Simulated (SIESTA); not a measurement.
## Sb under changes of volume

One of the cells (26.962 Å³/atom); the others are scaled copies at fixed shape and fractional positions:

```
Sb
1.0
    -1.57654    1.57654    2.71194
     1.57654   -1.57654    2.71194
     1.57654    1.57654   -2.71194
Sb
1
Direct
  0.00000 0.00000 0.00000
```

This isn't the form of Sb at room conditions, which is rhombohedral.

| Property | Result |
| --- | --- |
| Program | SIESTA 5.4.2 |
| Functional | LDA |
| Potentials or basis | PseudoDojo 0.4 standard (LDA files) |
| Basis | DZP (energy shift 0.003 Ry; two zetas on semicore shells) |
| Grid cutoff | 500 Ry |
| Energy shift | 0.003 Ry |
| k mesh | 12 × 12 × 12 |
| Occupations | fermi-dirac, width 0.05 eV |
| Spin | no spin polarisation |

```csv
volume (Å³/atom),energy over the lowest point (meV/atom),pressure (GPa)
25.344,?,?
25.883,5.30,2.4
26.423,0.20,0.8
26.962,0.00,-0.6
27.501,4.30,-1.9
28.040,12.58,-3.0
28.580,24.50,-4.0
```

**Question.** What does the run at 25.344 Å³/atom give?

**Answer.** Energy over the lowest point 16.01 meV/atom; pressure 4.1 GPa.

Worked out: A Birch-Murnaghan fit of order 3 (a polynomial in V^(-2/3)) to the other rows has its minimum at 26.71 Å³/atom with B0 = V·E''(V) = 69 GPa and B' = 4.2 at fixed shape and positions, which overstates the stiffness. It gives 15.89 meV/atom at 25.344 Å³/atom, against the run's 16.01, and -dE/dV = 4.0 GPa, against 4.1.

Energies are extrapolated to zero smearing.

Caveats: the basis of atomic orbitals isn't converged, which shifts pressures, moduli and gaps.
